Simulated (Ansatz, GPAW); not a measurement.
Sb and the functional, program beside program

The structure is cubic, space group Im-3m (No. 229). Conventional cell: a = 3.743 Å, b = 3.743 Å, c = 3.743 Å, α = 90.00°, β = 90.00°, γ = 90.00°. Around Sb (site symmetry m-3m) lie 8 Sb at 3.24 Å.

This isn't the form of Sb at room conditions, which is rhombohedral.

Kept alike: task band structure; k mesh 10 × 10 × 10; occupations fermi-dirac, width 0.05 eV; no spin polarisation. The mesh is that of the run's cell of 1 atom. No spin-orbit coupling.

- A: Ansatz, Ansatz PAW, made for PBE, cutoff 420 to 500 eV
- B: GPAW; PAW data sets generated for this functional (BLYP, PBEsol); the program's PAW data sets (release 1.2.1) made for this functional (LDA); GPAW PAW data sets (gpaw-data 1.2.1) (r2SCAN), cutoff 600 eV

| functional | A: pressure (GPa) | B: pressure (GPa) |
| --- | --- | --- |
| BLYP | 8.97 | ? |
| LDA | -1.24 | -1.59 |
| PBEsol | -0.01 | -0.37 |
| r2SCAN | 2.48 | 2.31 |

Pressure is positive in compression; plane-wave values hold the error of the finite cutoff, which Ansatz corrects. Values on potentials made for another functional: all of A; B at r2SCAN. For a metal such a mesh leaves the last digits unconverged.

Q: Estimate the value left open.

A: In the median of the other rows B lies -0.35 GPa from the other column, which points to 8.62; the run gave 8.61 GPa, -0.01 from it.
